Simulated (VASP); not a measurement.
# InSb (F-43m) in VASP: further runs

The runs below take InSb through relaxation of cell and atoms, with PBE.

Everything below comes from runs of VASP 6.6.1. Logs are shortened: lines on timing, memory, paths and dates and some standing lists are left out, and cuts for length are marked.

### Step 1. Starting point

The structure is cubic, space group F-43m (No. 216). Conventional cell: a = 6.478 Å, b = 6.478 Å, c = 6.478 Å, α = 90.00°, β = 90.00°, γ = 90.00°. Around In (site symmetry -43m) lie 4 Sb at 2.81 Å. Around Sb (site symmetry -43m) lie 4 In at 2.81 Å.

### Step 2. Relaxation of cell and atoms, PBE

Input file INCAR:

```
PREC = Accurate
ENCUT = 520
EDIFF = 1E-7
ISMEAR = 0
SIGMA = 1.0
LREAL = False
LASPH = True
NELM = 80
ALGO = Normal
ISIF = 3
LWAVE = False
LCHARG = False
GGA = PE
IBRION = 2
NSW = 80
EDIFFG = -0.002
```

Input file KPOINTS:

```
Automatic mesh
0
Gamma
  8 8 8
```

Input file POSCAR:

```
InSb
1.0
    0.0000000000      3.2391000000      3.2391000000
    3.2391000000      0.0000000000      3.2391000000
    3.2391000000      3.2391000000      0.0000000000
In Sb
1 1
Direct
    0.0000000000      0.0000000000      0.0000000000
    0.2500000000      0.2500000000      0.2500000000
```

Potentials or basis: VASP PAW PBE potentials, release 64 (In_d, Sb).

Launch:

```
cat potpaw_PBE.64/In_d/POTCAR potpaw_PBE.64/Sb/POTCAR > POTCAR
mpirun -np 1 vasp_std > vasp.out
```

OUTCAR:

```text
PREC = Accurate
   ENCUT = 520
   EDIFF = 1E-7
   ISMEAR = 0
   LREAL = False
   LASPH = True
   NELM = 80
   ISIF = 3
   GGA = PE
   IBRION = 2
   NSW = 80
   EDIFFG = -0.002

 ion  position               nearest neighbor table
   1  0.000  0.000  0.000-   2 2.81   2 2.81   2 2.81   2 2.81
   2  0.250  0.250  0.250-   1 2.81   1 2.81   1 2.81   1 2.81

  LATTYP: Found a face centered cubic cell.
 ALAT       =     6.4782000000

  Lattice vectors:

 A1 = (   0.0000000000,   3.2391000000,   3.2391000000)
 A2 = (   3.2391000000,   0.0000000000,   3.2391000000)
 A3 = (   3.2391000000,   3.2391000000,   0.0000000000)

Analysis of symmetry for initial positions (statically):
=====================================================================
 Subroutine PRICEL returns:
 Original cell was already a primitive cell.

 Routine SETGRP: Setting up the symmetry group for a
 face centered cubic supercell.

 Subroutine GETGRP returns: Found 24 space group operations
 (whereof 24 operations were pure point group operations)
 out of a pool of 48 trial point group operations.

The static configuration has the point symmetry T_d .

Analysis of symmetry for dynamics (positions and initial velocities):
=====================================================================
 Subroutine PRICEL returns:
 Original cell was already a primitive cell.

 Routine SETGRP: Setting up the symmetry group for a
 face centered cubic supercell.

 Subroutine GETGRP returns: Found 24 space group operations
 (whereof 24 operations were pure point group operations)
 out of a pool of 48 trial point group operations.

The dynamic configuration has the point symmetry T_d .

 Subroutine INISYM returns: Found 24 space group operations
 (whereof 24 operations are pure point group operations),
 and found     1 'primitive' translations

----------------------------------------------------------------------------------------

                                     Primitive cell

  volume of cell :      67.9678

  direct lattice vectors                    reciprocal lattice vectors
     0.000000000  3.239100000  3.239100000    -0.154363867  0.154363867  0.154363867
     3.239100000  0.000000000  3.239100000     0.154363867 -0.154363867  0.154363867
     3.239100000  3.239100000  0.000000000     0.154363867  0.154363867 -0.154363867

  length of vectors
     4.580779150  4.580779150  4.580779150     0.267366060  0.267366060  0.267366060

  position of ions in fractional coordinates (direct lattice)
     0.000000000  0.000000000  0.000000000
     0.250000000  0.250000000  0.250000000

  ion indices of the primitive-cell ions
   primitive index   ion index
                 1           1
                 2           2

----------------------------------------------------------------------------------------

 KPOINTS: Automatic mesh

Automatic generation of k-mesh.
 Grid dimensions read from file:
 generate k-points for:    8    8    8

 Generating k-lattice:

  Cartesian coordinates                     Fractional coordinates (reciprocal lattice)
    -0.019295483  0.019295483  0.019295483     0.125000000  0.000000000  0.000000000
     0.019295483 -0.019295483  0.019295483     0.000000000  0.125000000  0.000000000
     0.019295483  0.019295483 -0.019295483     0.000000000  0.000000000  0.125000000

  Length of vectors
     0.033420757  0.033420757  0.033420757

  Shift w.r.t. Gamma in fractional coordinates (k-lattice)
     0.000000000  0.000000000  0.000000000

 Subroutine IBZKPT returns following result:
 ===========================================

 Found     29 irreducible k-points:

 Following reciprocal coordinates:
            Coordinates               Weight
  0.000000  0.000000  0.000000      1.000000
  0.125000  0.000000  0.000000      8.000000
  0.250000  0.000000  0.000000      8.000000
  0.375000  0.000000  0.000000      8.000000
  0.500000  0.000000  0.000000      4.000000
  0.125000  0.125000  0.000000      6.000000
[... 16 lines left out ...]
  0.500000  0.250000  0.125000     48.000000
 -0.375000  0.250000  0.125000     24.000000
 [... further k-points ...]
   k-points           NKPTS =     29   k-points in BZ     NKDIM =     29   number of bands    NBANDS=     13
   number of dos      NEDOS =    301   number of ions     NIONS =      2
   total plane-waves  NPLWV =  46656
   dimension x,y,z NGX =    36 NGY =   36 NGZ =   36
   dimension x,y,z NGXF=    72 NGYF=   72 NGZF=   72
   ions per type =               1   1
   NGX,Y,Z   is equivalent  to a cutoff of  13.07, 13.07, 13.07 a.u.
   NGXF,Y,Z  is equivalent  to a cutoff of  26.13, 26.13, 26.13 a.u.
 SYSTEM =  unknown system
   PREC   = accura    normal or accurate (medium, high low for compatibility)
   ISTART =      0    job   : 0-new  1-cont  2-samecut
   ICHARG =      2    charge: 1-file 2-atom 10-const
   ISPIN  =      1    spin polarized calculation?
   LNONCOLLINEAR =      F non collinear calculations
   LSORBIT =      F    spin-orbit coupling
   LASPH  =      T    aspherical Exc in radial PAW
   ENCUT  =  520.0 eV  38.22 Ry    6.18 a.u.   8.52  8.52  8.52*2*pi/ulx,y,z
   NELM   =     80;   NELMIN=  2; NELMDL= -5     # of ELM steps
   EDIFF  = 0.1E-06   stopping-criterion for ELM
   LREAL  =      F    real-space projection
   EDIFFG = -.2E-02   stopping-criterion for IOM
   NSW    =     80    number of steps for IOM
   IBRION =      2    ionic relax: 0-MD 1-quasi-New 2-CG
   NFREE  =      1    steps in history (QN), initial steepest desc. (CG)
   ISIF   =      3    stress and relaxation
   ISYM   =      2    0-nonsym 1-usesym 2-fastsym
   POTIM  = 0.5000    time-step for ionic-motion
   TEBEG  =    0.0;   TEEND  =   0.0 temperature during run
   PSTRESS=    0.0 pullay stress
   NELECT =      18.0000    total number of electrons
   NUPDOWN=      -1.0000    fix difference up-down
   EMIN   =  10.00;   EMAX   =-10.00  energy-range for DOS
   EFERMI =   0.00;   METHOD = LEGACY
   ISMEAR =     0;   SIGMA  =   1.00  broadening in eV -4-tet -1-fermi 0-gaus
   EFERMI_NEDOS =   21; number of points for ismear=-14 and -15
   IALGO  =     38    algorithm
   IMIX   =      4    mixing-type and parameters
     AMIX     =   0.40;   BMIX     =  1.00
     AMIX_MAG =   1.60;   BMIX_MAG =  1.00
  volume/ion in A,a.u.               =      33.98       229.33
  Fermi-wavevector in a.u.,A,eV,Ry     =   1.051311  1.986690 15.037912  1.105255
  Thomas-Fermi vector in A             =   2.186349
   LORBIT       =      0    0 simple, 1 ext, 2 COOP (PROOUT), +10 PAW based schemes
   GGA     = PE    functional components
   LHFCALC =     F    Hartree Fock is set to
   AEXX    =    0.0000 exact exchange contribution
   IVDW    =     0    specifies the selected vdW correction
   LEPSILON=     F    determine dielectric tensor
   LRPA    =     F    only Hartree local field effects (RPA)
 conjugate gradient relaxation of ions
 non-spin polarized calculation
 Gauss-broadening in eV      SIGMA  =   1.00
  energy-cutoff  :      520.00
  volume of cell :       67.97
 maximum number of plane-waves:      1850
 NGX is ok and might be reduce to    36
   NGX = 17   NGY = 17   NGZ = 17

--------------------------------------- Ionic step        1  -------------------------------------------

 number of electron      17.9999993 magnetization

 Free energy of the ion-electron system (eV)
  ---------------------------------------------------
  ext. energy  EPLUGINS =         0.00000000
  ---------------------------------------------------
  free energy    TOTEN  =        -6.95159949 eV

  energy without entropy =       -6.77352271  energy(sigma->0) =       -6.86256110

 E-fermi :   5.4034     XC(G=0):  -8.6982

 val. band max:        5.0924311804   @ k =   0.0000   0.0000   0.0000
 cond. band min:       5.6378670592   @ k =   0.5000   0.0000   0.0000
 fundamental gap:      0.5454358788
 Fermi energy:         5.4033770164

 k-point     1 :       0.0000    0.0000    0.0000
  band No.  band energies     occupation
      1      -9.4898      2.00000
      2      -9.4898      2.00000
      3      -9.4898      2.00000
      4      -9.4036      2.00000
      5      -9.4036      2.00000
      6      -5.6279      2.00000
      7       4.9105      1.51423
      8       5.0924      1.33988
      9       5.0924      1.33988
     10       5.0924      1.33988
     11       8.0648      0.00017
     12       8.0648      0.00017
     13       8.0648      0.00017

 k-point     2 :       0.1250    0.0000    0.0000
  band No.  band energies     occupation
      1      -9.4970      2.00000
      2      -9.4866      2.00000
      3      -9.4866      2.00000
      4      -9.4038      2.00000
      5      -9.4038      2.00000
      6      -5.4863      2.00000
      7       3.2412      1.99777
      8       4.8848      1.53668
      9       4.8848      1.53668
     10       6.0331      0.37317
     11       8.3516      0.00003
[... 484 lines left out ...]
 POSITION                                       TOTAL-FORCE (eV/Angst)
 -----------------------------------------------------------------------------------
     -0.00000      3.33581      3.33581        -0.000000     -0.000000     -0.000000
      1.66791      1.66791      1.66791         0.000000      0.000000      0.000000
 -----------------------------------------------------------------------------------
    total drift:                               -0.000000     -0.000000     -0.000000

  FREE ENERGIE OF THE ION-ELECTRON SYSTEM (eV)
  ---------------------------------------------------
  free  energy   TOTEN  =        -7.0137235489 eV

  energy  without entropy=       -6.7835158483  energy(sigma->0) =       -6.89861970

--------------------------------------- Ionic step        5  -------------------------------------------

 number of electron      18.0000007 magnetization

 Free energy of the ion-electron system (eV)
  ---------------------------------------------------
  ext. energy  EPLUGINS =         0.00000000
  ---------------------------------------------------
  free energy    TOTEN  =        -7.01373345 eV

  energy without entropy =       -6.78431574  energy(sigma->0) =       -6.89902460

 E-fermi :   4.5104     XC(G=0):  -8.3305

 val. band max:        4.2130173891   @ k =   0.0000   0.0000   0.0000
 cond. band min:       4.6164337460   @ k =   0.5000   0.0000   0.0000
 fundamental gap:      0.4034163569
 Fermi energy:         4.5104466952

 k-point     1 :       0.0000    0.0000    0.0000
  band No.  band energies     occupation
      1     -10.1960      2.00000
      2     -10.1960      2.00000
      3     -10.1960      2.00000
      4     -10.1316      2.00000
      5     -10.1316      2.00000
      6      -5.9874      2.00000
      7       3.5482      1.82643
      8       4.2130      1.32597
      9       4.2130      1.32597
     10       4.2130      1.32597
     11       7.1928      0.00015
     12       7.1928      0.00015
     13       7.1928      0.00015

 k-point     2 :       0.1250    0.0000    0.0000
  band No.  band energies     occupation
      1     -10.2009      2.00000
      2     -10.1937      2.00000
      3     -10.1937      2.00000
      4     -10.1317      2.00000
      5     -10.1317      2.00000
      6      -5.8636      2.00000
      7       2.2743      1.99844
      8       4.0362      1.49761
      9       4.0362      1.49761
     10       4.9016      0.58012
     11       7.4468      0.00003
[... 376 lines left out ...]
 POSITION                                       TOTAL-FORCE (eV/Angst)
 -----------------------------------------------------------------------------------
      3.33455      3.33455     -0.00000         0.000000     -0.000000      0.000000
      1.66727      1.66727      1.66727        -0.000000      0.000000     -0.000000
 -----------------------------------------------------------------------------------
    total drift:                               -0.000000     -0.000000     -0.000000

  FREE ENERGIE OF THE ION-ELECTRON SYSTEM (eV)
  ---------------------------------------------------
  free  energy   TOTEN  =        -7.0137334541 eV

  energy  without entropy=       -6.7843157437  energy(sigma->0) =       -6.89902460

 reached required accuracy - stopping structural energy minimisation
```

Run time: 45 s. Hardware: 1 thread of Intel Xeon 6975P-C (Granite Rapids), shared host; peak memory 0.22 GiB.

What came out:

```yaml
Free_energy: -7.0137 eV
Relaxed_volume: 37.08 Å³/atom
Relaxed_cell: a = 4.716 Å, b = 4.716 Å, c = 4.716 Å, α = 60.00°, β = 60.00°, γ = 60.00°
Space_group_after_relaxing_to_0.05_Å: F-43m (No. 216)
Energy_gained_by_relaxing: 31.1 meV/atom
Ionic_steps: 5
Pressure_after_relaxing: 0.0 GPa
Band_gap_on_the_k_mesh: none (metal or under the smearing width)
```

The path:
```csv
step,energy change (eV),largest force (eV/Å),pressure (GPa),volume (Å³)
1,0.0000,0.0000,3.53,67.97
2,-0.0594,0.0000,-0.60,75.59
3,-0.0621,0.0000,0.02,74.11
4,-0.0621,0.0000,-0.04,74.24
5,-0.0621,0.0000,0.00,74.16
```

Final structure:
```yaml
crystal:
  lattice:
    - [0.00000, 3.33455, 3.33455]
    - [3.33455, 0.00000, 3.33455]
    - [3.33455, 3.33455, 0.00000]
  atoms:
    - { symbol: In, position: [0.00000, 0.00000, 0.00000] }
    - { symbol: Sb, position: [0.25000, 0.25000, 0.25000] }
```

Levels at points of the mesh, in eV from the Fermi level:
```csv
k point,band 5,band 6,band 7,band 8,band 9,band 10,band 11,band 12,band 13
"(0.00, 0.00, 0.00)",-14.64,-10.50,-0.96,-0.30,-0.30,-0.30,2.68,2.68,2.68
"(0.50, 0.00, 0.00)",-14.64,-9.34,-5.53,-1.18,-1.18,0.11,3.51,3.51,5.82
"(0.50, 0.50, 0.00)",-14.64,-8.84,-5.85,-2.28,-2.28,1.07,1.20,7.35,7.35
```

Caveat: this crystal is a semiconductor, whose small gap the functional closes, so the metal is an error of the method. PBE usually gives volumes a little too large and moduli too small.

### Step 3. Relaxation of cell and atoms, PBE

This run uses another cell than the first one, of 37.08 Å³/atom, 1.091 times its volume.

INCAR is that of step 2.

KPOINTS is that of step 2.

Input file POSCAR:

```
InSb                                    
1.0
   -0.0000000000      3.3345494807      3.3345494807
    3.3345494807      0.0000000000      3.3345494807
    3.3345494807      3.3345494807     -0.0000000000
  In              Sb            
     1     1
Direct
     0.0000000000000000    0.0000000000000000    1.0000000000000000
     0.2500000000000000    0.2500000000000000    0.2500000000000000
```

Potentials or basis: VASP PAW PBE potentials, release 64 (In_d, Sb).

Launch:

```
cat potpaw_PBE.64/In_d/POTCAR potpaw_PBE.64/Sb/POTCAR > POTCAR
mpirun -np 1 vasp_std > vasp.out
```

It took 13 s on 1 thread of Intel Xeon 6975P-C (Granite Rapids), shared host; peak memory 0.2 GiB.

It converged, with:

```
Free energy             : -7.0147 eV
Pressure after relaxing : 0.0 GPa
Band gap on the k mesh  : none (metal or under the smearing width)
```

Final structure:
```yaml
crystal:
  lattice:
    - [0.00000, 3.33455, 3.33455]
    - [3.33455, 0.00000, 3.33455]
    - [3.33455, 3.33455, 0.00000]
  atoms:
    - { symbol: In, position: [0.00000, 0.00000, 0.00000] }
    - { symbol: Sb, position: [0.25000, 0.25000, 0.25000] }
```

Levels at points of the mesh, in eV from the Fermi level:
```
           k point  band 7  band 8  band 9  band 10  band 11  band 12
(0.00, 0.00, 0.00)   -0.96   -0.30   -0.30    -0.30     2.68     2.68
(0.50, 0.00, 0.00)   -5.53   -1.18   -1.18     0.11     3.51     3.51
(0.50, 0.50, 0.00)   -5.85   -2.28   -2.28     1.07     1.20     7.35
```

Caveat: the relaxation stopped at its first step, so nothing moved; this crystal is a semiconductor, whose small gap the functional closes, so the metal is an error of the method. Spin-orbit coupling is left out, which matters for the levels of Sb.
